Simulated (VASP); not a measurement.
A run of VASP 6.6.1:

INCAR

```
PREC = Accurate
ENCUT = 520
EDIFF = 1E-6
ISMEAR = 0
SIGMA = 0.05
LREAL = False
LASPH = True
NELM = 150
ALGO = Normal
ISIF = 2
LWAVE = False
LCHARG = False
ISPIN = 2
MAGMOM = 0 0 0 0
LORBIT = 11
LMAXMIX = 4
LDAU = True
LDAUTYPE = 2
LDAUL = 2 -1
LDAUU = 4 0
LDAUJ = 0 0
LDAUPRINT = 1
GGA = PE
NBANDS = 28
```

File KPOINTS:

```
Automatic mesh
0
Gamma
  7 7 4
```

Contents of POSCAR:

```
TaN
1.0
    3.0480018400      0.0000000000      0.0000000000
   -1.5240009200      2.6396470300      0.0000000000
    0.0000000000      0.0000000000      4.9179997800
Ta N
2 2
Direct
    0.0000000000      0.0000000000      0.0000000000
    0.0000000000      0.0000000000      0.5000000000
    0.3333333333      0.6666666667      0.2500000000
    0.6666666667      0.3333333333      0.7500000000
```

Potentials or basis: VASP PAW PBE potentials, release 64 (Ta_pv, N).

Launch:

```bash
$ cat potpaw_PBE.64/Ta_pv/POTCAR potpaw_PBE.64/N/POTCAR > POTCAR
$ mpirun -np 1 vasp_std > vasp.out
```

Hardware: 1 thread of Intel(R) Xeon(R) Platinum 8375C CPU @ 2.90GHz (Ice Lake) (shared host).

Question: Estimate the wall time of this run.

Answer: It took 62 s on 1 thread of Intel(R) Xeon(R) Platinum 8375C CPU @ 2.90GHz (Ice Lake) (shared host), peak memory 0.2 GiB. Counts: scf iterations 14, k points 24.
